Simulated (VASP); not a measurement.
H8CO6, 15 atoms in the cell. The cell holds a amorphous, 15 atoms: a = 5.299 Å, b = 5.299 Å, c = 5.299 Å, α = 90.00°, β = 90.00°, γ = 90.00°. The cell was built by a generator and needn't be a form met in nature.

```yaml
Program: VASP 6.6.1
Task: single point
Functional: PBE
Dispersion: D3(BJ)
Potentials_or_basis: VASP PAW PBE potentials, release 64 (O, H, C)
Cutoff: 520 eV
k_mesh: 1 × 1 × 1
Occupations: fermi-dirac, width 0.05 eV
Spin: no spin polarisation
Dipole_correction: no
Further_INCAR_settings: LREAL = Auto; ALGO = Fast; EDIFF = 1e-06; NBANDS = 37
```

Potentials or basis: VASP PAW PBE potentials, release 64 (O, H, C).

The run is started by

```console
$ cat potpaw_PBE.64/O/POTCAR potpaw_PBE.64/H/POTCAR potpaw_PBE.64/C/POTCAR > POTCAR
$ mpirun -np 1 vasp_gam > vasp.out
```

Hardware: 1 thread of AMD EPYC 9R45 96-Core Processor (Zen 5), with other jobs on the host.

Question: Estimate the wall time of this run.

Answer: Wall time 7.4 s on 1 thread of AMD EPYC 9R45 96-Core Processor (Zen 5) (shared host), peak memory 0.21 GiB. Counts: scf iterations 15, k points 1.
